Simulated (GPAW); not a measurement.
# GaN (F-43m) in GPAW: a series of runs

The runs below take GaN through single point, with PBE, LDA.

Program: GPAW 26.7.0. These are calculated values, not measurements. Logs are shortened: lines on timing, memory, paths and dates and some standing lists are left out, and cuts for length are marked. The log counts tension as positive stress, the text compression.

**What was measured.**

From a printed reference work, textbook, for a bulk crystal of GaN at 0 K: band gap 3.299 eV (direct).

How close the calculation comes is told below.

### Step 1. The crystal as given

Symmetry: F-43m, No. 216, cubic system. The conventional cell has a = 4.507 Å, b = 4.507 Å, c = 4.507 Å, α = 90.00°, β = 90.00°, γ = 90.00°. Ga (site symmetry -43m) has 4 N at 1.95 Å as nearest neighbours. Around N (site symmetry -43m) lie 4 Ga at 1.95 Å.

The cell is a database's computed one.

### Step 2. Single point, PBE

Contents of run.py:

```python
from ase import Atoms
from ase.dft.bandgap import bandgap
from ase.io import write
from ase.units import GPa
from gpaw import GPAW, PW

atoms = Atoms(['Ga', 'N'],
              cell=[[0.0, 2.2535006075, 2.2535006075],
                    [2.2535006075, 0.0, 2.2535006075],
                    [2.2535006075, 2.2535006075, 0.0]],
              scaled_positions=[[0.0, 0.0, 0.0],
                                [0.25, 0.25, 0.25]],
              pbc=True)

calc = GPAW(mode=PW(600),
            xc='PBE',
            kpts={'size': (8, 8, 8), 'gamma': True},
            occupations={'name': 'fermi-dirac', 'width': 0.05},
            nbands=11,
            maxiter=120,
            txt='gpaw.txt')
atoms.calc = calc
energy = atoms.get_potential_energy()
forces = atoms.get_forces()
stress = atoms.get_stress()
calc.write('gs.gpw')
write('result.traj', atoms)
print(f'Energy: {energy:.6f} eV')
print('Forces (eV/A):')
print(forces.round(4))
print('Stress (GPa):', (stress / GPa).round(3))
print('Fermi level:', round(calc.get_fermi_level(), 4), 'eV')
print(f'Gap: {bandgap(calc)[0]:.4f} eV, direct: {bandgap(calc, direct=True)[0]:.4f} eV')
```

Potentials or basis: GPAW PAW data sets (gpaw-data 1.2.1), pw.

Started as:

```console
$ OMP_NUM_THREADS=1 python run.py
```

gpaw.txt:

```text
__  _  _
 | _ |_)|_||  |
 |__||  | ||/\| - 26.7.0

Input parameters:
  mode=PW(ecut=600.0),
  kpts=MonkhorstPack(size=(8, 8, 8), gamma=True),
  maxiter=120,
  nbands=11,
  occupations=Occupations(name='fermi-dirac', width=0.05),
  xc=XC(name='PBE')

Diagonalizing LCAO Hamiltonian
Converting LCAO to pw mode

           N
       Ga

Atoms  # Å, Bohr magnetons
|   | symbol |        x |        y |        z |    initial magnetic moments |
|---|--------|----------|----------|----------|-----------------------------|
| 0 |     Ga | 0.000000 | 0.000000 | 0.000000 | ( 0.0000,  0.0000,  0.0000) |
| 1 |      N | 1.126750 | 1.126750 | 1.126750 | ( 0.0000,  0.0000,  0.0000) |

Unit cell  # Å
| periodic |        x |        y |        z |  lengths |    angles |
|----------|----------|----------|----------|----------|-----------|
|      yes | 0.000000 | 2.253501 | 2.253501 | 3.186931 | 60.000000 |
|      yes | 2.253501 | 0.000000 | 2.253501 | 3.186931 | 60.000000 |
|      yes | 2.253501 | 2.253501 | 0.000000 | 3.186931 | 60.000000 |

Number of symmetries: 24
Symmetry operations  # r_c * U_cc + t_c -> r_c
|    | kind |            matrix            |
|----|------|------------------------------|
|  0 |  E   |  1, 0, 0,  0, 1, 0,  0, 0, 1 |
|  1 |  σ   |  1, 0, 0,  0, 0, 1,  0, 1, 0 |
|  2 |  σ   |  1, 0,-1,  0, 1,-1,  0, 0,-1 |
|  3 |  C3  |  1, 0,-1,  0, 0,-1,  0, 1,-1 |
|  4 |  C3  |  1,-1, 0,  0,-1, 1,  0,-1, 0 |
|  5 |  σ   |  1,-1, 0,  0,-1, 0,  0,-1, 1 |
|  6 |  σ   |  0, 1, 0,  1, 0, 0,  0, 0, 1 |
|  7 |  C3  |  0, 1, 0,  0, 0, 1,  1, 0, 0 |
|  8 |  C2  |  0, 1,-1,  1, 0,-1,  0, 0,-1 |
|  9 |  S4  |  0, 1,-1,  0, 0,-1,  1, 0,-1 |
| 10 |  C3  |  0, 0, 1,  1, 0, 0,  0, 1, 0 |
| 11 |  σ   |  0, 0, 1,  0, 1, 0,  1, 0, 0 |
| 12 |  S4  |  0, 0,-1,  1, 0,-1,  0, 1,-1 |
| 13 |  C3  |  0, 0,-1,  0, 1,-1,  1, 0,-1 |
| 14 |  S4  |  0,-1, 1,  1,-1, 0,  0,-1, 0 |
| 15 |  C2  |  0,-1, 1,  0,-1, 0,  1,-1, 0 |
| 16 |  C3  |  0,-1, 0,  1,-1, 0,  0,-1, 1 |
| 17 |  S4  |  0,-1, 0,  0,-1, 1,  1,-1, 0 |
| 18 |  S4  | -1, 1, 0, -1, 0, 1, -1, 0, 0 |
| 19 |  C3  | -1, 1, 0, -1, 0, 0, -1, 0, 1 |
| 20 |  C3  | -1, 0, 1, -1, 1, 0, -1, 0, 0 |
| 21 |  S4  | -1, 0, 1, -1, 0, 0, -1, 1, 0 |
| 22 |  σ   | -1, 0, 0, -1, 1, 0, -1, 0, 1 |
| 23 |  C2  | -1, 0, 0, -1, 0, 1, -1, 1, 0 |

BZ-sampling:
  Number of BZ points: 512
  Number of IBZ points: 29

  Monkhorst-Pack size: [8, 8, 8]
  Monkhorst-Pack shift: [0.0625, 0.0625, 0.0625]

K-points  # in reciprocal-cell coordinates
|     |                                coordinates |     weight |
|-----|--------------------------------------------|------------|
|   0 | (  0.00000000,   0.00000000,   0.00000000) | 0.00195312 |
|   1 | (  0.12500000,   0.12500000,   0.00000000) | 0.01171875 |
|   2 | (  0.12500000,   0.12500000,   0.12500000) | 0.01562500 |
|   3 | (  0.25000000,   0.12500000,   0.12500000) | 0.02343750 |
|   4 | (  0.25000000,   0.25000000,   0.00000000) | 0.01171875 |
|   5 | (  0.25000000,   0.25000000,   0.12500000) | 0.04687500 |
|   6 | (  0.25000000,   0.25000000,   0.25000000) | 0.01562500 |
|   7 | (  0.37500000,   0.25000000,  -0.37500000) | 0.04687500 |
|   8 | (  0.37500000,   0.25000000,   0.12500000) | 0.04687500 |
|   9 | (  0.37500000,   0.25000000,   0.25000000) | 0.04687500 |
| ... |                                            |            |
|  28 | (  0.50000000,   0.50000000,   0.50000000) | 0.00781250 |

Plane wave coefficients: 778
Cutoff: 600.0 eV

Spin-components: 1 (collinear spins)
Bands:           11
Projectors:      10
Spin-degeneracy: 2
Datatype:        complex128

Parallelization:
  kpt:    1
  domain: 1
  band:   1

Density:
  Valence electrons: 8.0
  Components: 1
  Grid points: [20 20 20]
  Charge: 0.0  # |e|

Potential:
  Grid points: [20 20 20]

species:
  Ga:
    name:    Gallium
    Z:       31.0
    valence: 3
    core:    28
    charge:  0.0  # [|e|]
    compensation charges:
      type: gauss
      rc: 0.37  # [Å]
      lmax: 2
    cutoffs:
      filter: 2.06  # [Å]
      core: 4.17  # [Å]
    projectors
    | kind |    occ | energy [eV] | rcut [Å] |
    |------|--------|-------------|----------|
    |   4s |  2.000 |      -8.945 |    1.164 |
    |   4p |  1.000 |      -2.580 |    1.164 |
    |    s |        |      18.266 |    1.164 |
    |    p |        |      24.631 |    1.164 |
    |    d |        |       0.000 |    1.164 |

    Using partial waves for Ga as LCAO basis

  N:
    name:    Nitrogen
    Z:       7.0
    valence: 5
    core:    2
    charge:  0.0  # [|e|]
    compensation charges:
      type: gauss
      rc: 0.18  # [Å]
      lmax: 2
    cutoffs:
      filter: 1.11  # [Å]
      core: 0.96  # [Å]
    projectors
    | kind |    occ | energy [eV] | rcut [Å] |
    |------|--------|-------------|----------|
    |   2s |  2.000 |     -18.583 |    0.603 |
    |   2p |  3.000 |      -7.089 |    0.529 |
    |    s |        |       8.629 |    0.603 |
    |    p |        |      20.123 |    0.529 |
    |    d |        |       0.000 |    0.577 |

    Using partial waves for N as LCAO basis

Reference energy: -54366.393033  # eV

eigensolver:
  PPCG
  Converge bands: occupied
  niter=2

density mixing:
  MSR1-Mixer
  Pratt-step length: 0.05
  Maximum mixing coefficient: 0.75
  Old densities: 10
  SVD Regularization: 0.005
  Good broyden scale: 1.0
  Trust region scale: 1.0
  Backstep threshold: 4.0
  History deletion threshold: 6.0
  Fourier metric: weight=20.0, sigma=0.015

occupation numbers:
  Fermi-Dirac:
    width: 0.0500  # eV

poisson solver:
  ecut: 4800.0  # eV

xc functional:
  name: PBE with 2 nearest neighbor stencil

convergence criteria:
- Maximum [total energy] change in last 3 cyles: 0.0005 eV / valence electron
- Maximum integral of absolute [dens]ity change: 0.0001 electrons / valence electron
- Maximum integral of absolute [eigenst]ate change: 4e-08 eV^2 / valence electron
maximum number of iterations: 120

SCF iterations
|iter     | |      energy | eigst |  dens |
|---------|-|-------------|-------|-------|
|iter:   1| |  -13.683373 | -0.32 |       |
|iter:   2| |  -13.206661 | -2.06 | -0.57 |
|iter:   3| |  -11.920659 | -0.70 | -0.62 |
|iter:   4| |  -11.919030 | -3.24 | -1.30 |
|iter:   5| |  -11.919787c| -3.52 | -1.57 |
|iter:   6| |  -11.919814c| -5.55 | -2.84 |
|iter:   7| |  -11.919827c| -6.23 | -3.17 |
|iter:   8| |  -11.919827c| -8.37c| -4.37c|

Converged in 8 steps
Energy contributions relative to reference atoms: (reference = -54366.393033)

Energy contributions:
  Kinetic:          33.000006
  Coulomb:         -28.728974
  Zero:              0.055508
  External:          0.000000
  Xc:              -16.246368
  Entropy:          -0.000000
  Spinorbit:         0.000000
  ----------------------------
  Free energy:     -11.919827
  Extrapolated:    -11.919827

dipole moment: (-12.570911, -12.570911, -12.570911)  # |e|*Ang

Fermi level: 7.332
Eigenvalues  # (at kpt = [0.000, 0.000, 0.000])
| band index |      eig [eV] | occ [0-2] |
|------------|---------------|-----------|
|          0 |        -9.481 |     2.000 |
|          1 |         6.408 |     2.000 |
|          2 |         6.408 |     2.000 |
|          3 |         6.408 |     2.000 |
|          4 |         8.212 |     0.000 |
|          5 |        16.801 |     0.000 |
|          6 |        16.801 |     0.000 |
|          7 |        16.801 |     0.000 |
|          8 |        24.093 |     0.000 |
|          9 |        24.823 |     0.000 |
|         10 |        24.826 |     0.000 |

Gap: 1.804 eV
Transition (v -> c):
  (s=0, k=0, n=3, [0.00, 0.00, 0.00]) -> (s=0, k=0, n=4, [0.00, 0.00, 0.00])
No difference between direct/indirect transitions

Forces  # eV/Ang
|        x |        y |        z |
|----------|----------|----------|
|  0.00000 | -0.00000 | -0.00000 |  # Ga   0
| -0.00000 |  0.00000 | -0.00000 |  # N    1

Stress tensor  # eV/Ang^3
|         x |         y |         z |
|-----------|-----------|-----------|
| -0.043923 |  0.000000 | -0.000000 |
|  0.000000 | -0.043923 |  0.000000 |
| -0.000000 |  0.000000 | -0.043923 |

# Writing to gs.gpw (mode='')
```

It took 7 s on 1 thread of Intel Xeon Platinum 8259CL at 2.50GHz (Skylake/Cascade Lake), shared host; peak memory 0.13 GiB.

What came out:

```yaml
Free_energy: -11.9198 eV
Pressure: 7.0 GPa
Band_gap_on_the_k_mesh: 1.80 eV, direct
```

Levels at points of the mesh, in eV from the valence-band top:
```tsv
k point	band 2	band 3	band 4	band 5	band 6	band 7
(0.00, 0.00, 0.00)	0.00	0.00	0.00	1.80	10.39	10.39
(0.50, 0.50, 0.00)	-6.18	-2.66	-2.66	3.38	6.75	11.79
(0.50, 0.50, 0.50)	-6.99	-0.96	-0.96	4.72	8.82	10.41
```

Caveat: the cutoff is short for stress and forces, so pressures can be off by a GPa or more.

### Step 3. Single point, LDA

run.py, as its differences from that of step 2:

```diff
@@ -15,3 +15,3 @@
 calc = GPAW(mode=PW(600),
-            xc='PBE',
+            xc='LDA',
             kpts={'size': (8, 8, 8), 'gamma': True},
```

Potentials or basis: the program's PAW data sets (release 1.2.1) made for this functional, pw.

Started as:

```console
$ OMP_NUM_THREADS=1 python run.py
```

Wall time 3.4 s (1 thread of Intel Xeon 6975P-C (Granite Rapids), shared host); peak memory 0.13 GiB.

It converged, with:

* Free energy: -13.7060 eV
* Pressure: -5.1 GPa
* Band gap on the k mesh: 1.84 eV, direct

Levels at points of the mesh, in eV from the valence-band top:
```csv
k point,band 2,band 3,band 4,band 5,band 6,band 7
"(0.00, 0.00, 0.00)",0.00,0.00,0.00,1.84,10.21,10.21
"(0.50, 0.50, 0.00)",-6.28,-2.69,-2.69,3.29,6.58,11.61
"(0.50, 0.50, 0.50)",-7.08,-0.97,-0.97,4.63,8.72,10.27
```

Caveat: the cutoff is short for stress and forces, so pressures can be off by a GPa or more.

### Step 4. Comparison with measurements

Step 2. A measured gap of GaN is 3.299 eV (direct; 0 K; a printed reference work, textbook); the calculated 1.80 eV misses it by -1.50 eV. Spin-orbit coupling on Ga is left out. The value is that of PBE, without temperature or zero-point motion. Semilocal functionals fall short of measured gaps as a rule. The cell is a database's relaxed one, not the measured one, which moves gaps too.

Step 3. Against the measured gap of GaN, 3.299 eV (direct; 0 K; a printed reference work, textbook), the calculated 1.84 eV is off by -1.46 eV. Spin-orbit coupling on Ga is left out. The value is that of LDA, without temperature or zero-point motion. Semilocal functionals fall short of measured gaps as a rule. The cell is a database's relaxed one, not the measured one, which moves gaps too.
